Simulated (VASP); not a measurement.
# Mg in VASP: reference runs

Aim: a first look at Mg with PBE, on the cell as given.

Everything below comes from runs of VASP 6.6.1. Logs are shortened: lines on timing, memory, paths and dates and some standing lists are left out, and cuts for length are marked.

### Step 1. The sheet as given

The cell holds a sheet with vacuum, 1 atom: a = 3.056 Å, b = 3.056 Å, c = 23.800 Å, α = 90.00°, β = 90.00°, γ = 120.00°.

The cell was built by a generator and needn't be a form met in nature.

### Step 2. Single point, PBE

INCAR reads:

```
PREC = Accurate ; ENCUT = 520
EDIFF = 1E-7 ; ISMEAR = -1
SIGMA = 0.05 ; LREAL = F
LASPH = T ; NELM = 60
ALGO = Normal ; ISIF = 2
LWAVE = F ; LCHARG = T
LDIPOL = T ; IDIPOL = 3
DIPOL = 0.5 0.5 0.294 ; GGA = PE
LELF = T ; LVHAR = T
LVACPOTAV = T ; NBANDS = 7
```

KPOINTS reads:

```
Automatic mesh
0
Gamma
  10 10 1
```

POSCAR reads:

```
Mg
1.0
    3.0558400000      0.0000000000      0.0000000000
   -1.5279200000      2.6464300000      0.0000000000
    0.0000000000      0.0000000000     23.8000000000
Mg
1
Direct
    0.0000000000      0.0000000000      0.2941200000
```

Potentials or basis: VASP PAW PBE potentials, release 64 (Mg).

On the command line:

```
cat potpaw_PBE.64/Mg/POTCAR > POTCAR
mpirun -np 1 vasp_std > vasp.out
```

OUTCAR:

```text
PREC = Accurate
   ENCUT = 520
   EDIFF = 1E-7
   ISMEAR = -1
   LREAL = F
   LASPH = T
   NELM = 60
   ISIF = 2
   GGA = PE

 ion  position               nearest neighbor table
   1  0.000  0.000  0.294-

  LATTYP: Found a hexagonal cell.
 ALAT       =     3.0558400000
 C/A-ratio  =     7.7883658830

  Lattice vectors:

 A1 = (   3.0558400000,   0.0000000000,   0.0000000000)
 A2 = (  -1.5279200000,   2.6464300000,   0.0000000000)
 A3 = (   0.0000000000,   0.0000000000,  23.8000000000)

Analysis of symmetry for initial positions (statically):
=====================================================================
 Subroutine PRICEL returns:
 Original cell was already a primitive cell.

 Routine SETGRP: Setting up the symmetry group for a
 hexagonal supercell.

 Subroutine GETGRP returns: Found 24 space group operations
 (whereof 12 operations were pure point group operations)
 out of a pool of 24 trial point group operations.

The static configuration has the point symmetry C_6v.
 The point group associated with its full space group is D_6h.

Analysis of symmetry for dynamics (positions and initial velocities):
=====================================================================
 Subroutine PRICEL returns:
 Original cell was already a primitive cell.

 Routine SETGRP: Setting up the symmetry group for a
 hexagonal supercell.

 Subroutine GETGRP returns: Found 24 space group operations
 (whereof 12 operations were pure point group operations)
 out of a pool of 24 trial point group operations.

The dynamic configuration has the point symmetry C_6v.
 The point group associated with its full space group is D_6h.

 Subroutine INISYM returns: Found 24 space group operations
 (whereof 12 operations are pure point group operations),
 and found     1 'primitive' translations

----------------------------------------------------------------------------------------

                                     Primitive cell

  volume of cell :     192.4722

  direct lattice vectors                    reciprocal lattice vectors
     3.055840000  0.000000000  0.000000000     0.327242264  0.188933771  0.000000000
    -1.527920000  2.646430000  0.000000000     0.000000000  0.377867542  0.000000000
     0.000000000  0.000000000 23.800000000     0.000000000  0.000000000  0.042016807

  length of vectors
     3.055840000  3.055835609 23.800000000     0.377866999  0.377867542  0.042016807

  position of ions in fractional coordinates (direct lattice)
     0.000000000  0.000000000  0.294120000

  ion indices of the primitive-cell ions
   primitive index   ion index
                 1           1

----------------------------------------------------------------------------------------

 KPOINTS: Automatic mesh

Automatic generation of k-mesh.
 Grid dimensions read from file:
 generate k-points for:   10   10    1

 Generating k-lattice:

  Cartesian coordinates                     Fractional coordinates (reciprocal lattice)
     0.032724226  0.018893377  0.000000000     0.100000000  0.000000000  0.000000000
     0.000000000  0.037786754  0.000000000     0.000000000  0.100000000  0.000000000
     0.000000000  0.000000000  0.042016807     0.000000000  0.000000000  1.000000000

  Length of vectors
     0.037786700  0.037786754  0.042016807

  Shift w.r.t. Gamma in fractional coordinates (k-lattice)
     0.000000000  0.000000000  0.000000000

 Subroutine IBZKPT returns following result:
 ===========================================

 Found     14 irreducible k-points:

 Following reciprocal coordinates:
            Coordinates               Weight
  0.000000  0.000000  0.000000      1.000000
  0.100000  0.000000  0.000000      6.000000
  0.200000  0.000000  0.000000      6.000000
  0.300000  0.000000  0.000000      6.000000
  0.400000  0.000000  0.000000      6.000000
  0.500000 -0.000000  0.000000      3.000000
  0.100000  0.100000  0.000000      6.000000
  0.200000  0.100000  0.000000     12.000000
  0.300000  0.100000  0.000000     12.000000
  0.400000  0.100000  0.000000     12.000000
  0.200000  0.200000  0.000000      6.000000
  0.300000  0.200000  0.000000     12.000000
  0.400000  0.200000  0.000000      6.000000
  0.300000  0.300000  0.000000      6.000000
   k-points           NKPTS =     14   k-points in BZ     NKDIM =     14   number of bands    NBANDS=      7
   number of dos      NEDOS =    301   number of ions     NIONS =      1
   total plane-waves  NPLWV = 103680
   dimension x,y,z NGX =    24 NGY =   24 NGZ =  180
   dimension x,y,z NGXF=    48 NGYF=   48 NGZF=  360
   ions per type =               1
   NGX,Y,Z   is equivalent  to a cutoff of  13.06, 13.06, 12.57 a.u.
   NGXF,Y,Z  is equivalent  to a cutoff of  26.11, 26.11, 25.15 a.u.
 SYSTEM =  unknown system
   PREC   = accura    normal or accurate (medium, high low for compatibility)
   ISTART =      0    job   : 0-new  1-cont  2-samecut
   ICHARG =      2    charge: 1-file 2-atom 10-const
   ISPIN  =      1    spin polarized calculation?
   LNONCOLLINEAR =      F non collinear calculations
   LSORBIT =      F    spin-orbit coupling
   LASPH  =      T    aspherical Exc in radial PAW
   ENCUT  =  520.0 eV  38.22 Ry    6.18 a.u.   5.68  5.68 44.25*2*pi/ulx,y,z
   NELM   =     60;   NELMIN=  2; NELMDL= -5     # of ELM steps
   EDIFF  = 0.1E-06   stopping-criterion for ELM
   LREAL  =      F    real-space projection
   EDIFFG = 0.1E-05   stopping-criterion for IOM
   NSW    =      0    number of steps for IOM
   IBRION =     -1    ionic relax: 0-MD 1-quasi-New 2-CG
   NFREE  =      0    steps in history (QN), initial steepest desc. (CG)
   ISIF   =      2    stress and relaxation
   ISYM   =      2    0-nonsym 1-usesym 2-fastsym
   POTIM  = 0.5000    time-step for ionic-motion
   TEBEG  =    0.0;   TEEND  =   0.0 temperature during run
   PSTRESS=    0.0 pullay stress
   NELECT =       2.0000    total number of electrons
   NUPDOWN=      -1.0000    fix difference up-down
   EMIN   =  10.00;   EMAX   =-10.00  energy-range for DOS
   EFERMI =   0.00;   METHOD = LEGACY
   ISMEAR =    -1;   SIGMA  =   0.05  broadening in eV -4-tet -1-fermi 0-gaus
   EFERMI_NEDOS =   21; number of points for ismear=-14 and -15
   IALGO  =     38    algorithm
   IMIX   =      4    mixing-type and parameters
     AMIX     =   0.40;   BMIX     =  1.00
     AMIX_MAG =   1.60;   BMIX_MAG =  1.00
  volume/ion in A,a.u.               =     192.47      1298.87
  Fermi-wavevector in a.u.,A,eV,Ry     =   0.357242  0.675089  1.736398  0.127622
  Thomas-Fermi vector in A             =   1.274486
   LORBIT       =      0    0 simple, 1 ext, 2 COOP (PROOUT), +10 PAW based schemes
   GGA     = PE    functional components
   LHFCALC =     F    Hartree Fock is set to
   AEXX    =    0.0000 exact exchange contribution
   IVDW    =     0    specifies the selected vdW correction
   LEPSILON=     F    determine dielectric tensor
   LRPA    =     F    only Hartree local field effects (RPA)
 non-spin polarized calculation
  energy-cutoff  :      520.00
  volume of cell :      192.47
 maximum number of plane-waves:      5225
 NGX is ok and might be reduce to    24
   NGX = 11   NGY = 11   NGZ = 89

 dipolmoment           0.000000      0.000000     -0.000001 electrons x Angstroem

 number of electron       2.0000000 magnetization

 dipolmoment           0.000000      0.000000      0.000001 electrons x Angstroem

 Free energy of the ion-electron system (eV)
  ---------------------------------------------------
  ext. energy  EPLUGINS =         0.00000000
  ---------------------------------------------------
  free energy    TOTEN  =        -0.91744566 eV

  energy without entropy =       -0.91031210  energy(sigma->0) =       -0.91387888

 E-fermi :  -2.7497     XC(G=0):  -1.7441

 val. band max:       -2.7869628502   @ k =   0.1000   0.1000   0.0000
 cond. band min:      -2.6446438227   @ k =   0.4000   0.2000   0.0000
 fundamental gap:      0.1423190275
 Fermi energy:        -2.7496512663

 k-point     1 :       0.0000    0.0000    0.0000
  band No.  band energies     occupation
      1      -8.0118      2.00000
      2      -3.4036      2.00000
      3      -0.2158      0.00000
      4       0.6680      0.00000
      5       0.9066      0.00000
      6       1.7373      0.00000
      7       1.7709      0.00000

 k-point     2 :       0.1000    0.0000    0.0000
  band No.  band energies     occupation
      1      -7.7968      2.00000
      2      -3.1981      1.99975
      3      -0.0036      0.00000
      4       0.8815      0.00000
      5       1.1209      0.00000
      6       1.9508      0.00000
      7       1.9833      0.00000

 k-point     3 :       0.2000    0.0000    0.0000
  band No.  band energies     occupation
      1      -7.1558      2.00000
      2      -2.5814      0.06680
      3       0.6280      0.00000
      4       1.5221      0.00000
      5       1.7625      0.00000
      6       2.5915      0.00000
      7       2.6136      0.00000

 k-point     4 :       0.3000    0.0000    0.0000
  band No.  band energies     occupation
      1      -6.1012      2.00000
      2      -1.5534      0.00000
      3       1.5341      0.00000
      4       2.1860      0.00000
      5       2.5898      0.00000
      6       2.8522      0.00000
      7       3.6595      0.00000

 k-point     5 :       0.4000    0.0000    0.0000
  band No.  band energies     occupation
      1      -4.6614      2.00000
      2      -0.5084      0.00000
      3      -0.1144      0.00000
      4       3.2100      0.00000
      5       4.0054      0.00000
      6       4.0849      0.00000
      7       4.3375      0.00000

 k-point     6 :       0.5000   -0.0000    0.0000
  band No.  band energies     occupation
      1      -3.2266      1.99986
      2      -2.2949      0.00022
      3       1.6290      0.00000
      4       1.8526      0.00000
      5       4.9646      0.00000
      6       5.1363      0.00000
      7       6.0093      0.00000

 k-point     7 :       0.1000    0.1000    0.0000
  band No.  band energies     occupation
      1      -7.3688      2.00000
      2      -2.7870      1.35671
      3       0.4187      0.00000
      4       1.3086      0.00000
      5       1.5490      0.00000
      6       2.3780      0.00000
      7       2.4059      0.00000

 k-point     8 :       0.2000    0.1000    0.0000
  band No.  band energies     occupation
      1      -6.5209      2.00000
      2      -1.9646      0.00000
      3       1.2462      0.00000
      4       2.1627      0.00000
      5       2.3996      0.00000
      6       3.1802      0.00000
      7       3.2323      0.00000

 k-point     9 :       0.3000    0.1000    0.0000
  band No.  band energies     occupation
      1      -5.2714      2.00000
      2      -0.7309      0.00000
      3       0.8027      0.00000
      4       2.5708      0.00000
      5       3.4439      0.00000
      6       3.6869      0.00000
      7       4.4445      0.00000

 k-point    10 :       0.4000    0.1000    0.0000
  band No.  band energies     occupation
      1      -3.6836      2.00000
      2      -1.4595      0.00000
      3       0.9110      0.00000
      4       2.9813      0.00000
      5       3.9798      0.00000
      6       4.7910      0.00000
      7       5.1523      0.00000

 k-point    11 :       0.2000    0.2000    0.0000
  band No.  band energies     occupation
      1      -5.4772      2.00000
      2      -0.9365      0.00000
      3       2.0464      0.00000
      4       2.1687      0.00000
      5       3.2304      0.00000
      6       3.3437      0.00000
      7       3.6693      0.00000

 k-point    12 :       0.3000    0.2000    0.0000
  band No.  band energies     occupation
      1      -4.0555      2.00000
      2      -0.0364      0.00000
      3       0.5018      0.00000
      4       2.2633      0.00000
      5       4.0377      0.00000
      6       4.6102      0.00000
      7       4.7269      0.00000

 k-point    13 :       0.4000    0.2000    0.0000
  band No.  band energies     occupation
      1      -2.6446      0.21816
      2      -1.7437      0.00000
      3       2.0788      0.00000
      4       2.2210      0.00000
      5       2.4928      0.00000
      6       5.7732      0.00000
      7       5.9813      0.00000

 k-point    14 :       0.3000    0.3000    0.0000
  band No.  band energies     occupation
      1      -2.5316      0.02520
      2      -0.8921      0.00000
      3       0.5841      0.00000
      4       2.1344      0.00000
      5       4.0563      0.00000
      6       4.4110      0.00000
      7       5.6565      0.00000

------------------------ aborting loop because EDIFF is reached ----------------------------------------

  FORCE on cell =-STRESS in cart. coord.  units (eV):
  Direction    XX          YY          ZZ          XY          YZ          ZX
  --------------------------------------------------------------------------------------
  -------------------------------------------------------------------------------------
  Total       -0.0965026     -0.0965022     -0.0002824      0.0000000      0.0000000     -0.0000000
  in kB       -0.8033072     -0.8033041     -0.0023504      0.0000000      0.0000000     -0.0000000
  external PRESSURE =      -0.5363205 kB  Pullay stress =       0.0000000 kB

 VOLUME and BASIS-vectors are now :
 -----------------------------------------------------------------------------
  energy-cutoff  :      520.00
  volume of cell :      192.47
      direct lattice vectors                 reciprocal lattice vectors
     3.055840000  0.000000000  0.000000000     0.327242264  0.188933771  0.000000000
    -1.527920000  2.646430000  0.000000000     0.000000000  0.377867542  0.000000000
     0.000000000  0.000000000 23.800000000     0.000000000  0.000000000  0.042016807

 POSITION                                       TOTAL-FORCE (eV/Angst)
 -----------------------------------------------------------------------------------
      0.00000      0.00000      7.00006        -0.000000      0.000000      0.000000
 -----------------------------------------------------------------------------------
    total drift:                               -0.000000     -0.000000      0.000002

  FREE ENERGIE OF THE ION-ELECTRON SYSTEM (eV)
  ---------------------------------------------------
  free  energy   TOTEN  =        -0.9174456584 eV

  energy  without entropy=       -0.9103120982  energy(sigma->0) =       -0.91387888

 vacuum level on the upper side and lower side of the slab         0.838         0.838
```

Wall time 20 s (1 thread of Intel Xeon 6975P-C (Granite Rapids), shared host); peak memory 0.28 GiB.

What came out:

| Property | Result |
| --- | --- |
| Free energy | -0.9174 eV |
| Band gap on the k mesh | none (metal or under the smearing width) |
| Work function of the upper face | 3.59 eV |
| Work function of the lower face | 3.59 eV |
